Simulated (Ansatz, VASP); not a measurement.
Two plane-wave programs on MgO

```
Mg O
1.0
     2.93802    0.00000    0.00000
    -1.46901    2.54440    0.00000
     0.00000    0.00000    2.67968
Mg O
1 1
Direct
  0.00000 0.00000 0.00000
  0.33333 0.66667 0.45802
```

Change from the starting cell: all O atoms moved +0.113 Å, as atom 2 towards its neighbour atom 2 (O) at 2.680 Å.

Alike in both runs: task single point; functional PBEsol; k mesh 9 × 9 × 8; occupations gaussian, width 0.05 eV; no spin polarisation.

```csv
,VASP,Ansatz
version,VASP 6.6.1,Ansatz 0.2.0
potentials or method,"VASP PAW PBE potentials, release 64 (Mg, O)","scalar-relativistic, plane waves, PAW"
plane-wave cutoff (eV),520,420
valence electrons in the cell,8,16
```

Ansatz gave:

```
gap on the k mesh at the Fermi level (eV)       : 2.91
least direct gap on the mesh (eV)               : 3.33
pressure (GPa)                                  : -2.8
largest component of the traceless stress (GPa) : 0.10
rms of the force components (eV/Å)              : 0.219
```

Question: Which values does VASP return?

Answer: gap on the k mesh at the Fermi level (eV): 2.90; least direct gap on the mesh (eV): 3.33; pressure (GPa): -3.2; largest component of the traceless stress (GPa): 0.03; rms of the force components (eV/Å): 0.223.

Atom by atom the forces differ by 0.004 eV/Å (rms over components). The two sets of potentials don't hold the same shells in valence.

Caveats: the PAW data sets were made with another functional, which shifts forces and pressure a little (VASP); an odd mesh through Γ misses points on the zone boundary, where band edges often lie.
